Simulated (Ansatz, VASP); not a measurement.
**Sc in VASP and in Ansatz**

Contents of INCAR:

```
SYSTEM = Sc
PREC = Accurate ; ENCUT = 520
EDIFF = 1E-6 ; ISMEAR = -1
SIGMA = 0.05 ; LREAL = .FALSE.
LASPH = .TRUE. ; NELM = 80
ALGO = Normal ; ISIF = 2
LWAVE = .FALSE. ; LCHARG = .FALSE.
NBANDS = 12
```

KPOINTS

```
regular mesh
0
G
  17 17 17
  0 0 0
```

Contents of POSCAR:

```
Sc
1.0
   -1.5041281474      1.5041281474      1.5041281474
    1.5041281474     -1.5041281474      1.5041281474
    1.5041281474      1.5041281474     -1.5041281474
Sc
1
Direct
    0.0000000000      0.0000000000      0.0000000000
```

Input for Ansatz:

```yaml
crystal:
  lattice:
    - [-1.5041281474, 1.5041281474, 1.5041281474]
    - [1.5041281474, -1.5041281474, 1.5041281474]
    - [1.5041281474, 1.5041281474, -1.5041281474]
  atoms:
    - { symbol: Sc, position: [0.0, 0.0, 0.0] }
kpoints:
  mp_grid: { grid: [17, 17, 17] }
scf:
  occupations: { method: fermi_dirac, width: 0.05 }
hamiltonian:
  xc: lda
  pseudopotentials: { kind: paw }
output:
  forces: true
  stress: true
  eigenvalues: true
  populations: true
  write_density: true
  write_potential: true
  elf: true
  volumetric_format: npy
```

Change from the starting cell: volume scaled by 0.6, PAW files.

Alike in both runs: task single point; functional LDA; k mesh 17 × 17 × 17; occupations fermi-dirac, width 0.05 eV; no spin polarisation.

|  | VASP | Ansatz |
| --- | --- | --- |
| version | VASP 6.6.1 | Ansatz 0.2.0 |
| potentials or method | VASP PAW LDA potentials, release 64 (Sc_sv) | PAW with Ansatz's default frozen-core files, scalar-relativistic |
| plane-wave cutoff (eV) | 520 | 420 |
| valence electrons in the cell | 11 | 11 |

```csv
,VASP,Ansatz,Ansatz less VASP
pressure (GPa),62.2,61.4,-0.81
```

Caveats: the cell as given lies far from equilibrium; so large a pressure means that the cell lies far from this level's equilibrium, or that cutoff or potentials fall short (VASP).
